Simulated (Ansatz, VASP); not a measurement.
# V in VASP and in Ansatz

```
V
1.0
     2.63875    0.00000    0.00000
    -1.31937    2.28522    0.00000
     0.00000    0.00000    4.71195
V
2
Direct
  0.33333 0.66667 0.25000
  0.66667 0.33333 0.75000
```

Alike in both runs: task single point; functional RPBE; k mesh 15 × 15 × 8; occupations fermi-dirac, width 0.1 eV; no spin polarisation.

```csv
,VASP,Ansatz
version,VASP 6.6.1,Ansatz 0.2.0
potentials or method,"VASP PAW PBE potentials, release 64 (V_sv)","plane waves (420 eV) with PAW, scalar-relativistic"
plane-wave cutoff (eV),520,420
valence electrons in the cell,26,26
```

```csv
,VASP,Ansatz,Ansatz less VASP
pressure (GPa),0.3,0.0,-0.25
```

Caveats: the PAW data sets were made with another functional, which shifts forces and pressure a little (VASP).
